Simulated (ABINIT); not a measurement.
# GaN (F-43m) in ABINIT: settings compared

One crystal, GaN, is run at these levels: PBEsol, LDA; tasks: single point, relaxation of cell and atoms.

Program: ABINIT 10.8.3 (patched build). These are calculated values, not measurements. Logs are shortened: lines on timing, memory, paths and dates and some standing lists are left out, and cuts for length are marked. The log counts tension as positive stress, the text compression.

**What was measured.**

A printed reference work, textbook reports, for a bulk crystal of GaN at 0 K: band gap 3.299 eV (direct).

The results are compared with them further down.

## Step 1: The crystal as given

Symmetry: F-43m, No. 216, cubic system. The conventional cell has a = 4.507 Å, b = 4.507 Å, c = 4.507 Å, α = 90.00°, β = 90.00°, γ = 90.00°. Ga (site symmetry -43m) has 4 N at 1.95 Å as nearest neighbours. Around N (site symmetry -43m) lie 4 Ga at 1.95 Å.

The cell is a database's computed one.

## Step 2: Single point, PBEsol

The input, run.abi:

```
pp_dirpath "./"
pseudos "Ga.upf, N.upf"

acell 3*1.0 Angstrom
rprim
     0.0000000000     2.2535006075     2.2535006075
     2.2535006075     0.0000000000     2.2535006075
     2.2535006075     2.2535006075     0.0000000000
ntypat 2
znucl 31 7
natom 2
typat 1 2
xred
     0.0000000000     0.0000000000     0.0000000000
     0.2500000000     0.2500000000     0.2500000000

ecut 36.0

kptopt 1
ngkpt 8 8 8
nshiftk 1
shiftk 0.0 0.0 0.0

ixc -116133

nband 13
occopt 3
tsmear 0.00183747

nstep 100
tolvrs 1.0e-10

iomode 3
prtwf 0
prteig 0
prtebands 0
enunit 1
prtden 1
prtvha 1
prtvclmb 1
prtpot 1
prtelf 1
```

Potentials or basis: PseudoDojo NC SR PBEsol v0.4.1 standard.

Run with:

```console
abinit run.abi > log 2>&1
```

run.abo:

```text
.Version 10.8.3 of ABINIT
 Symmetries : space group F-4 3 m (#216); Bravais cF (face-center cubic)
================================================================================
 Values of the parameters that define the memory need of the present run
     intxc =       0    ionmov =       0      iscf =       7    lmnmax =       6
     lnmax =       6     mgfft =      36  mpssoang =       3    mqgrid =    3001
     natom =       2  nloc_mem =       1    nspden =       1   nspinor =       1
    nsppol =       1      nsym =      24    n1xccc =    2501    ntypat =       2
    occopt =       3   xclevel =       2
       mpw =        1612          nfft =       46656          nkpt =          29
================================================================================
================================================================================

--------------------------------------------------------------------------------
------------- Echo of variables that govern the present computation ------------
--------------------------------------------------------------------------------
 -outvars: echo values of preprocessed input variables --------
            acell      1.8897261259E+00  1.8897261259E+00  1.8897261259E+00 Bohr
              amu      6.97230000E+01  1.40067400E+01
             ecut      3.60000000E+01 Hartree
           enunit           1
              ixc     -116133
         kptrlatt        8    0    0      0    8    0      0    0    8
          kptrlen      4.81794160E+01
            natom           2
            nband          13
            ngfft          36      36      36
             nkpt          29
            nstep         100
             nsym          24
           ntypat           2
           occopt           3
        prtebands           0
           prteig           0
           prtelf           1
           prtpot           1
         prtvclmb           1
           prtvha           1
            prtwf           0
            rprim      0.0000000000E+00  2.2535006075E+00  2.2535006075E+00
                       2.2535006075E+00  0.0000000000E+00  2.2535006075E+00
                       2.2535006075E+00  2.2535006075E+00  0.0000000000E+00
          spgroup         216
           tolvrs      1.00000000E-10
           tsmear      1.83747000E-03 Hartree
            typat      1  2
           xangst      0.0000000000E+00  0.0000000000E+00  0.0000000000E+00
                       1.1267503037E+00  1.1267503037E+00  1.1267503037E+00
            xcart      0.0000000000E+00  0.0000000000E+00  0.0000000000E+00
                       2.1292494864E+00  2.1292494864E+00  2.1292494864E+00
             xred      0.0000000000E+00  0.0000000000E+00  0.0000000000E+00
                       2.5000000000E-01  2.5000000000E-01  2.5000000000E-01
            znucl       31.00000    7.00000

================================================================================

 chkinp: Checking input parameters for consistency.

================================================================================
== DATASET  1 ==================================================================

--- !DatasetInfo
iteration_state: {dtset: 1, }
dimensions: {natom: 2, nkpt: 29, mband: 13, nsppol: 1, nspinor: 1, nspden: 1, mpw: 1612, }
cutoff_energies: {ecut:  36.0, pawecutdg:  -1.0, }
electrons: {nelect:   1.80000000E+01, charge:   0.00000000E+00, occopt:   3.00000000E+00, tsmear:   1.83747000E-03, }
meta: {optdriver: 0, ionmov: 0, optcell: 0, iscf: 7, paral_kgb: 0, }
...

 Real(R)+Recip(G) space primitive vectors, cartesian coordinates (Bohr,Bohr^-1):
 R(1)=  0.0000000  4.2584990  4.2584990  G(1)= -0.1174123  0.1174123  0.1174123
 R(2)=  4.2584990  0.0000000  4.2584990  G(2)=  0.1174123 -0.1174123  0.1174123
 R(3)=  4.2584990  4.2584990  0.0000000  G(3)=  0.1174123  0.1174123 -0.1174123
 Unit cell volume ucvol=  1.5445417E+02 bohr^3
 Angles (23,13,12)=  6.00000000E+01  6.00000000E+01  6.00000000E+01 degrees

 getcut: wavevector=  0.0000  0.0000  0.0000  ngfft=  36  36  36
         ecut(hartree)=     36.000   => boxcut(ratio)=   2.21317

 getcut : COMMENT -
  Note that boxcut > 2.2 ; recall that boxcut=Gcut(box)/Gcut(sphere) = 2
  is sufficient for exact treatment of convolution.
  Such a large boxcut is a waste : you could raise ecut
  e.g. ecut=   44.083054 Hartrees makes boxcut=2

--- Pseudopotential description ------------------------------------------------
- pspini: atom type   1  psp file is ./Ga.upf
12 -116133 2 -1 1902                          pspcod,pspxc,lmax,lloc,mmax
     nproj     2     2     2

- pspini: atom type   2  psp file is ./N.upf
12 -116133 1 -1 1058                          pspcod,pspxc,lmax,lloc,mmax
     nproj     2     2     0

   5.35945940E+02                                ecore*ucvol(ha*bohr**3)
--------------------------------------------------------------------------------

================================================================================

--- !BeginCycle
iteration_state: {dtset: 1, }
solver: {iscf: 7, nstep: 100, nline: 4, wfoptalg: 0, }
tolerances: {tolvrs: 1.00E-10, }
...

     iter   Etot(hartree)      deltaE(h)  residm     vres2
 ETOT  1  -86.079104550386    -8.608E+01 5.428E-01 6.550E+02
 ETOT  2  -86.593455704920    -5.144E-01 8.865E-02 6.508E+02
 ETOT  3  -86.729164411984    -1.357E-01 3.093E-02 1.380E+00
 ETOT  4  -86.729513344510    -3.489E-04 8.895E-03 6.302E-02
 ETOT  5  -86.729527740450    -1.440E-05 2.567E-03 5.642E-03
 ETOT  6  -86.729529103132    -1.363E-06 2.811E-03 1.980E-04
 ETOT  7  -86.729529116838    -1.371E-08 7.666E-04 1.276E-05
 ETOT  8  -86.729529119578    -2.741E-09 9.141E-04 1.934E-07
 ETOT  9  -86.729529119602    -2.362E-11 1.914E-04 1.710E-08
 ETOT 10  -86.729529119609    -7.077E-12 2.212E-04 4.803E-11

 At SCF step   10       vres2   =  4.80E-11 < tolvrs=  1.00E-10 =>converged.

 Compute ELF
--------------------------------------------------------------------------------

 Compute kinetic energy density

 Compute gradient of the electron density
 Electron Localization Function (ELF) [min:0;max:1]
)     Maximum=    8.5644E-01  at reduced coord.    0.1667    0.1667    0.5000
)     Minimum=    0.0000E+00  at reduced coord.    0.0000    0.0000    0.0000
   Integrated=    4.6407E+01

--------------------------------------------------------------------------------
 End of ELF section

 Cartesian components of stress tensor (hartree/bohr^3)
  sigma(1 1)=  1.02019195E-04  sigma(3 2)=  0.00000000E+00
  sigma(2 2)=  1.02019195E-04  sigma(3 1)=  0.00000000E+00
  sigma(3 3)=  1.02019195E-04  sigma(2 1)=  0.00000000E+00

--- !ResultsGS
iteration_state: {dtset: 1, }
comment   : Summary of ground state results
lattice_vectors:
- [  0.0000000,   4.2584990,   4.2584990, ]
- [  4.2584990,   0.0000000,   4.2584990, ]
- [  4.2584990,   4.2584990,   0.0000000, ]
lattice_lengths: [   6.02243,    6.02243,    6.02243, ]
lattice_angles: [ 60.000,  60.000,  60.000, ] # degrees, (23, 13, 12)
lattice_volume:   1.5445417E+02
convergence: {deltae: -7.077E-12, res2:  4.803E-11, residm:  2.212E-04, diffor: null, }
etotal    :  -8.67295291E+01
entropy   :   0.00000000E+00
fermie    :   2.24032628E-01
cartesian_stress_tensor: # hartree/bohr^3
- [  1.02019195E-04,   0.00000000E+00,   0.00000000E+00, ]
- [  0.00000000E+00,   1.02019195E-04,   0.00000000E+00, ]
- [  0.00000000E+00,   0.00000000E+00,   1.02019195E-04, ]
pressure_GPa:  -3.0015E+00
xred      :
- [  0.0000E+00,   0.0000E+00,   0.0000E+00, Ga]
- [  2.5000E-01,   2.5000E-01,   2.5000E-01,  N]
cartesian_forces: # hartree/bohr
- [ -0.00000000E+00,  -0.00000000E+00,  -0.00000000E+00, ]
- [ -0.00000000E+00,  -0.00000000E+00,  -0.00000000E+00, ]
force_length_stats: {min:   0.00000000E+00, max:   0.00000000E+00, mean:   0.00000000E+00, }
...

 Integrated electronic density in atomic spheres:
 ------------------------------------------------
 Atom  Sphere_radius  Integrated_density
    1        2.00000         10.88337797
    2        2.00000          5.20349864
================================================================================

 ----iterations are completed or convergence reached----

 Mean square residual over all n,k,spin=   86.632E-08; max=  22.119E-05
 reduced coordinates (array xred) for    2 atoms
       0.000000000000      0.000000000000      0.000000000000
       0.250000000000      0.250000000000      0.250000000000
 rms dE/dt=  0.0000E+00; max dE/dt=  0.0000E+00; dE/dt below (all hartree)
    1       0.000000000000      0.000000000000      0.000000000000
    2       0.000000000000      0.000000000000      0.000000000000

 cartesian coordinates (angstrom) at end:
    1      0.00000000000000     0.00000000000000     0.00000000000000
    2      1.12675030375000     1.12675030375000     1.12675030375000

 cartesian forces (hartree/bohr) at end:
    1     -0.00000000000000    -0.00000000000000    -0.00000000000000
    2     -0.00000000000000    -0.00000000000000    -0.00000000000000
 frms,max,avg= 0.0000000E+00 0.0000000E+00   0.000E+00  0.000E+00  0.000E+00 h/b

 cartesian forces (eV/Angstrom) at end:
    1     -0.00000000000000    -0.00000000000000    -0.00000000000000
    2     -0.00000000000000    -0.00000000000000    -0.00000000000000
 frms,max,avg= 0.0000000E+00 0.0000000E+00   0.000E+00  0.000E+00  0.000E+00 e/A
 length scales=  1.889726125908  1.889726125908  1.889726125908 bohr
              =  1.000000000000  1.000000000000  1.000000000000 angstroms
 Fermi (or HOMO) energy (eV) =   6.09624   Average Vxc (eV)= -11.97732
 Eigenvalues (   eV  ) for nkpt=  29  k points:
 kpt#   1, nband= 13, wtk=  0.00195, kpt=  0.0000  0.0000  0.0000 (reduced coord)
 -10.69497   -8.33794   -8.33794   -8.33794   -8.02556   -8.02556    5.21037    5.21037
   5.21037    6.91534   15.45671   15.45671   15.45671
 prteigrs : prtvol=0 or 1, do not print more k-points.

--- !EnergyTerms
iteration_state     : {dtset: 1, }
comment             : Components of total free energy in Hartree
kinetic             :  7.00080527075977E+01
hartree             :  2.17794505156999E+01
xc                  : -2.37938706879262E+01
Ewald energy        : -5.83371585177303E+01
psp_core            :  3.46993507535129E+00
local_psp           : -6.05627631366275E+01
non_local_psp       : -3.92931750759536E+01
internal            : -8.67295291195887E+01
'-kT*entropy'       : -2.03108885550944E-11
total_energy        : -8.67295291196091E+01
total_energy_eV     : -2.36003071580574E+03
band_energy         : -3.16878757998749E+00
...

 Cartesian components of stress tensor (hartree/bohr^3)
  sigma(1 1)=  1.02019195E-04  sigma(3 2)=  0.00000000E+00
  sigma(2 2)=  1.02019195E-04  sigma(3 1)=  0.00000000E+00
  sigma(3 3)=  1.02019195E-04  sigma(2 1)=  0.00000000E+00

-Cartesian components of stress tensor (GPa)         [Pressure= -3.0015E+00 GPa]
- sigma(1 1)=  3.00150833E+00  sigma(3 2)=  0.00000000E+00
- sigma(2 2)=  3.00150833E+00  sigma(3 1)=  0.00000000E+00
- sigma(3 3)=  3.00150833E+00  sigma(2 1)=  0.00000000E+00

== END DATASET(S) ==============================================================
================================================================================

 -outvars: echo values of variables after computation  --------
            acell      1.8897261259E+00  1.8897261259E+00  1.8897261259E+00 Bohr
           etotal     -8.6729529120E+01
            fcart     -0.0000000000E+00 -0.0000000000E+00 -0.0000000000E+00
                      -0.0000000000E+00 -0.0000000000E+00 -0.0000000000E+00
            rprim      0.0000000000E+00  2.2535006075E+00  2.2535006075E+00
                       2.2535006075E+00  0.0000000000E+00  2.2535006075E+00
                       2.2535006075E+00  2.2535006075E+00  0.0000000000E+00
           strten      1.0201919466E-04  1.0201919466E-04  1.0201919466E-04
                       0.0000000000E+00  0.0000000000E+00  0.0000000000E+00
           xangst      0.0000000000E+00  0.0000000000E+00  0.0000000000E+00
                       1.1267503037E+00  1.1267503037E+00  1.1267503037E+00
             xred      0.0000000000E+00  0.0000000000E+00  0.0000000000E+00
                       2.5000000000E-01  2.5000000000E-01  2.5000000000E-01
 Calculation completed.
```

Run time: 22 s. Hardware: 1 thread of Arm Neoverse V1, shared host; peak memory 0.07 GiB.

What came out:

| Item | Value |
| --- | --- |
| Free energy | -2360.0307 eV |
| Pressure | -3.0 GPa |
| Band gap on the k mesh | 1.70 eV, direct |
| Valence electrons inside the program's atomic spheres | Ga 10.88; N 5.20 |

(Part 1 of 2 ends here.)
